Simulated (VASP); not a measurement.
# Li3HS (Pm-3m) in VASP: a series of runs

The runs below take Li3HS through relaxation of cell and atoms, with PBE, PBEsol, LDA.

All numbers are computed with VASP 6.6.1; they aren't measurements. Logs are shortened: lines on timing, memory, paths and dates and some standing lists are left out, and cuts for length are marked.

## Step 1: Starting point

The structure is cubic, space group Pm-3m (No. 221). Conventional cell: a = 3.852 Å, b = 3.852 Å, c = 3.852 Å, α = 90.00°, β = 90.00°, γ = 90.00°. Around S (site symmetry m-3m) lie 12 Li at 2.72 Å. H (site symmetry m-3m) is surrounded by 6 Li at 1.93 Å. Around Li (site symmetry 4/mmm) lie 2 H at 1.93 Å.

The cell comes from a database or a generator and needn't be the stable form of this composition.

## Step 2: Relaxation of cell and atoms, PBE

Input file INCAR:

```
PREC     = Accurate       # precision mode
ENCUT    = 600            # plane-wave cutoff, eV
EDIFF    = 1E-6           # SCF threshold, eV
ISMEAR   = 0              # smearing method
SIGMA    = 0.03           # smearing width, eV
LREAL    = False          # projectors in reciprocal space
LASPH    = True           # aspherical terms in the spheres
NELM     = 80             # most SCF steps
ALGO     = Normal         # electronic algorithm
ISIF     = 3              # what is computed and relaxed
LWAVE    = False          # write WAVECAR
LCHARG   = False          # write CHGCAR
GGA      = PE             # functional
IBRION   = 2              # ionic algorithm
NSW      = 90             # ionic steps
EDIFFG   = -0.01          # ionic threshold
```

Input file KPOINTS:

```
Automatic mesh
0
Gamma
  8 8 8
```

Input file POSCAR:

```
Li3HS
1.0
    3.8518900000      0.0000000000      0.0000000000
    0.0000000000      3.8518900000      0.0000000000
    0.0000000000      0.0000000000      3.8518900000
S H Li
1 1 3
Direct
    0.5000000000      0.5000000000      0.5000000000
    0.0000000000      0.0000000000      0.0000000000
    0.5000000000      0.0000000000      0.0000000000
    0.0000000000      0.5000000000      0.0000000000
    0.0000000000      0.0000000000      0.5000000000
```

Potentials or basis: VASP PAW PBE potentials, release 64 (S, H, Li_sv).

Launch:

```
$ cat potpaw_PBE.64/S/POTCAR potpaw_PBE.64/H/POTCAR potpaw_PBE.64/Li_sv/POTCAR > POTCAR
$ mpirun -np 1 vasp_std > vasp.out
```

OUTCAR:

```text
PREC = Accurate
   ENCUT = 600
   EDIFF = 1E-6
   ISMEAR = 0
   LREAL = False
   LASPH = True
   NELM = 80
   ISIF = 3
   GGA = PE
   IBRION = 2
   NSW = 90
   EDIFFG = -0.01

 ion  position               nearest neighbor table
   1  0.500  0.500  0.500-
   2  0.000  0.000  0.000-
   3  0.500  0.000  0.000-
   4  0.000  0.500  0.000-
   5  0.000  0.000  0.500-

  LATTYP: Found a simple cubic cell.
 ALAT       =     3.8518900000

  Lattice vectors:

 A1 = (   3.8518900000,   0.0000000000,   0.0000000000)
 A2 = (   0.0000000000,   3.8518900000,   0.0000000000)
 A3 = (   0.0000000000,   0.0000000000,   3.8518900000)

Analysis of symmetry for initial positions (statically):
=====================================================================
 Subroutine PRICEL returns:
 Original cell was already a primitive cell.

 Routine SETGRP: Setting up the symmetry group for a
 simple cubic supercell.

 Subroutine GETGRP returns: Found 48 space group operations
 (whereof 48 operations were pure point group operations)
 out of a pool of 48 trial point group operations.

The static configuration has the point symmetry O_h .

Analysis of symmetry for dynamics (positions and initial velocities):
=====================================================================
 Subroutine PRICEL returns:
 Original cell was already a primitive cell.

 Routine SETGRP: Setting up the symmetry group for a
 simple cubic supercell.

 Subroutine GETGRP returns: Found 48 space group operations
 (whereof 48 operations were pure point group operations)
 out of a pool of 48 trial point group operations.

The dynamic configuration has the point symmetry O_h .

 Subroutine INISYM returns: Found 48 space group operations
 (whereof 48 operations are pure point group operations),
 and found     1 'primitive' translations

----------------------------------------------------------------------------------------

                                     Primitive cell

  volume of cell :      57.1507

  direct lattice vectors                    reciprocal lattice vectors
     3.851890000  0.000000000  0.000000000     0.259612813  0.000000000  0.000000000
     0.000000000  3.851890000  0.000000000     0.000000000  0.259612813  0.000000000
     0.000000000  0.000000000  3.851890000     0.000000000  0.000000000  0.259612813

  length of vectors
     3.851890000  3.851890000  3.851890000     0.259612813  0.259612813  0.259612813
[... 109 lines left out ...]
  Fermi-wavevector in a.u.,A,eV,Ry     =   1.070963  2.023826 15.605349  1.146961
  Thomas-Fermi vector in A             =   2.206689
   LORBIT       =      0    0 simple, 1 ext, 2 COOP (PROOUT), +10 PAW based schemes
   GGA     = PE    functional components
   LHFCALC =     F    Hartree Fock is set to
   AEXX    =    0.0000 exact exchange contribution
   IVDW    =     0    specifies the selected vdW correction
   LEPSILON=     F    determine dielectric tensor
   LRPA    =     F    only Hartree local field effects (RPA)
 conjugate gradient relaxation of ions
 non-spin polarized calculation
 Gauss-broadening in eV      SIGMA  =   0.03
  energy-cutoff  :      600.00
  volume of cell :       57.15
 maximum number of plane-waves:      1935
 NGX is ok and might be reduce to    32
   NGX = 15   NGY = 15   NGZ = 15

--------------------------------------- Ionic step        1  -------------------------------------------

 number of electron      15.9999964 magnetization

 Free energy of the ion-electron system (eV)
  ---------------------------------------------------
  ext. energy  EPLUGINS =         0.00000000
  ---------------------------------------------------
  free energy    TOTEN  =       -17.84511431 eV

  energy without entropy =      -17.84511431  energy(sigma->0) =      -17.84511431

------------------------ aborting loop because EDIFF is reached ----------------------------------------

  FORCE on cell =-STRESS in cart. coord.  units (eV):
  Direction    XX          YY          ZZ          XY          YZ          ZX
  --------------------------------------------------------------------------------------
  -------------------------------------------------------------------------------------
  Total       -0.6460062     -0.6460062     -0.6460062      0.0000000      0.0000000     -0.0000000
  in kB      -18.1103001    -18.1103001    -18.1103001      0.0000000      0.0000000     -0.0000000
  external PRESSURE =     -18.1103001 kB  Pullay stress =       0.0000000 kB
[... 65 lines left out ...]
--------------------------------------- Ionic step        3  -------------------------------------------

 number of electron      15.9999976 magnetization

 Free energy of the ion-electron system (eV)
  ---------------------------------------------------
  ext. energy  EPLUGINS =         0.00000000
  ---------------------------------------------------
  free energy    TOTEN  =       -17.85960389 eV

  energy without entropy =      -17.85960389  energy(sigma->0) =      -17.85960389

 E-fermi :   2.5531     XC(G=0):  -9.1593

 val. band max:        2.3710856770   @ k =   0.5000   0.5000   0.0000
 cond. band min:       6.5462124943   @ k =   0.5000   0.0000   0.0000
 fundamental gap:      4.1751268174
 Fermi energy:         2.5531313864

 k-point     1 :       0.0000    0.0000    0.0000
  band No.  band energies     occupation
      1     -42.3999      2.00000
      2     -42.3210      2.00000
      3     -42.3210      2.00000
      4      -9.0040      2.00000
      5      -0.1772      2.00000
      6       1.2403      2.00000
      7       1.2403      2.00000
      8       1.2403      2.00000
      9       8.8133      0.00000
     10       8.8133      0.00000
     11       9.6877      0.00000
     12       9.6877      0.00000
[... 331 lines left out ...]
 k-point    24 :       0.5000    0.3750    0.1250
  band No.  band energies     occupation
      1     -42.3553      2.00000
      2     -42.3460      2.00000
      3     -42.3369      2.00000
      4      -8.3682      2.00000
      5      -1.3670      2.00000
      6      -0.1637      2.00000
      7       0.0193      2.00000
      8       1.7413      2.00000
      9       8.0818      0.00000
     10       8.1713      0.00000
     11       9.3579      0.00000
     12      10.0906      0.00000

 [... further k-points ...]

------------------------ aborting loop because EDIFF is reached ----------------------------------------

  FORCE on cell =-STRESS in cart. coord.  units (eV):
  Direction    XX          YY          ZZ          XY          YZ          ZX
  --------------------------------------------------------------------------------------
  -------------------------------------------------------------------------------------
  Total        0.0188181      0.0188181      0.0188181     -0.0000000      0.0000000     -0.0000000
  in kB        0.5522507      0.5522507      0.5522507     -0.0000000      0.0000000     -0.0000000
  external PRESSURE =       0.5522507 kB  Pullay stress =       0.0000000 kB
[... 20 lines left out ...]
  FREE ENERGIE OF THE ION-ELECTRON SYSTEM (eV)
  ---------------------------------------------------
  free  energy   TOTEN  =       -17.8596038905 eV

  energy  without entropy=      -17.8596038905  energy(sigma->0) =      -17.85960389

 reached required accuracy - stopping structural energy minimisation
```

CONTCAR:

```text
Li3HS
   1.00000000000000
     3.7935899391903787    0.0000000000000000   -0.0000000000000000
     0.0000000000000000    3.7935899391903787    0.0000000000000000
    -0.0000000000000000    0.0000000000000000    3.7935899391903787
  S               H               Li
     1     1     3
Direct
     0.5000000000000000    0.5000000000000000    0.5000000000000000
     0.0000000000000000    0.0000000000000000    0.0000000000000000
     0.5000000000000000    0.0000000000000000    0.0000000000000000
     0.0000000000000000    0.5000000000000000    0.0000000000000000
     0.0000000000000000    0.0000000000000000    0.5000000000000000

  0.00000000E+00  0.00000000E+00  0.00000000E+00
  0.00000000E+00  0.00000000E+00  0.00000000E+00
  0.00000000E+00  0.00000000E+00  0.00000000E+00
  0.00000000E+00  0.00000000E+00  0.00000000E+00
  0.00000000E+00  0.00000000E+00  0.00000000E+00
```

It took 59 s on 1 thread of Intel Xeon Platinum 8375C at 2.90GHz (Ice Lake), shared host; peak memory 0.19 GiB.

Results:

```yaml
Free_energy: -17.8596 eV
Relaxed_volume: 10.92 Å³/atom
Relaxed_cell: a = 3.794 Å, b = 3.794 Å, c = 3.794 Å, α = 90.00°, β = 90.00°, γ = 90.00°
Space_group_after_relaxing_to_0.05_Å: Pm-3m (No. 221)
Energy_gained_by_relaxing: 2.9 meV/atom
Ionic_steps: 3
Pressure_after_relaxing: 0.1 GPa
Band_gap_on_the_k_mesh: 4.18 eV, indirect (least direct gap 4.59 eV)
```

The path:
```
step  energy change (eV)  largest force (eV/Å)  pressure (GPa)  volume (Å³)
   1              0.0000                0.0000           -1.81        57.15
   2             -0.0096                0.0000           -1.09        56.09
   3             -0.0145                0.0000            0.06        54.59
```

Final structure:
```yaml
crystal:
  lattice:
    - [3.79359, 0.00000, 0.00000]
    - [0.00000, 3.79359, 0.00000]
    - [0.00000, 0.00000, 3.79359]
  atoms:
    - { symbol: S, position: [0.50000, 0.50000, 0.50000] }
    - { symbol: H, position: [0.00000, 0.00000, 0.00000] }
    - { symbol: Li, position: [0.50000, 0.00000, 0.00000] }
    - { symbol: Li, position: [0.00000, 0.50000, 0.00000] }
    - { symbol: Li, position: [0.00000, 0.00000, 0.50000] }
```

Levels at points of the mesh, in eV from the valence-band top:
```
           k point  band 4  band 5  band 6  band 7  band 8  band 9  band 10  band 11  band 12
(0.00, 0.00, 0.00)  -11.38   -2.55   -1.13   -1.13   -1.13    6.44     6.44     7.32     7.32
(0.50, 0.00, 0.00)  -11.06   -4.50   -0.47   -0.47   -0.41    4.18     4.99     4.99     5.79
(0.50, 0.50, 0.00)  -10.74   -3.42   -2.82   -2.82    0.00    4.92     7.31     7.31     7.72
(0.50, 0.50, 0.50)  -10.35   -3.43   -2.65   -2.65   -2.65    4.95     4.95     4.95    10.55
```

Caveat: the cutoff is under 1.25 times the usual one of these potentials, so pressure, stress and relaxed cells hold a basis-set (Pulay) error.

(Part 1 of 2 ends here.)
